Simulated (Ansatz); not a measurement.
Runs of Ansatz 0.2.0 on Cu. It takes space group Fm-3m (No. 225, cubic). Conventional cell: a = 3.615 Å, b = 3.615 Å, c = 3.615 Å, α = 90.00°, β = 90.00°, γ = 90.00°. Cu (site symmetry m-3m) is surrounded by 12 Cu at 2.56 Å. 

```tsv
task	level	cell	k mesh	smearing	points for each segment of the path	mesh quality	gap on the mesh (eV)	pressure (GPa)	relaxed volume (Å³/atom)
relaxation of cell and atoms	LDA	relaxed	13 × 13 × 13	fermi-dirac 0.05 eV	-	not flagged	-	0.0	10.88
single point	PBEsol0	as given	7 × 7 × 7	fermi-dirac 0.05 eV	-	coarse	none	-4.5	-
relaxation of cell and atoms	PBE	relaxed	13 × 13 × 13	fermi-dirac 0.05 eV	-	not flagged	-	0.0	(b)
band structure	PBEsol	as given	13 × 13 × 13	fermi-dirac 0.05 eV	14	not flagged	none	(c)	-
band structure	revPBE	as given	13 × 13 × 13	fermi-dirac 0.05 eV	14	not flagged	none	5.2	-
relaxation of cell and atoms	RPBE	relaxed	13 × 13 × 13	fermi-dirac 0.05 eV	-	not flagged	-	0.0	12.38
band structure	RPBE	as given	13 × 13 × 13	fermi-dirac 0.05 eV	14	not flagged	none	(a)	-
relaxation of cell and atoms	PBE0	relaxed	7 × 7 × 7	fermi-dirac 0.05 eV	-	coarse	none	0.0	11.93
relaxation of cell and atoms	PBEsol	relaxed	13 × 13 × 13	fermi-dirac 0.05 eV	-	not flagged	-	0.0	11.31
single point	PBE	as given	13 × 13 × 13	gaussian 0.011 eV	-	not flagged	none	1.7	-
band structure	LDA	as given	13 × 13 × 13	fermi-dirac 0.05 eV	14	not flagged	none	-12.7	-
band structure	PBE	as given	13 × 13 × 13	fermi-dirac 0.05 eV	14	not flagged	none	1.7	-
```

Alike in all rows: potentials or basis Ansatz PAW; no spin polarisation; cutoff (eV) 420.

Q: Estimate the missing entries.

A: (a) 6.6; (b) 11.95; (c) -6.6.

Caveats: some runs use coarse meshes; the PAW data sets come from PBE, with cores solved anew for the run's functional, which leaves a small shift of forces and pressure (some runs); the plane-wave basis is chosen anew once the cell has moved, so the energies of steps on either side of that aren't comparable (some runs); the thresholds are loose for stress (some runs).

A gap of «none» marks a metal or a gap under the smearing width.
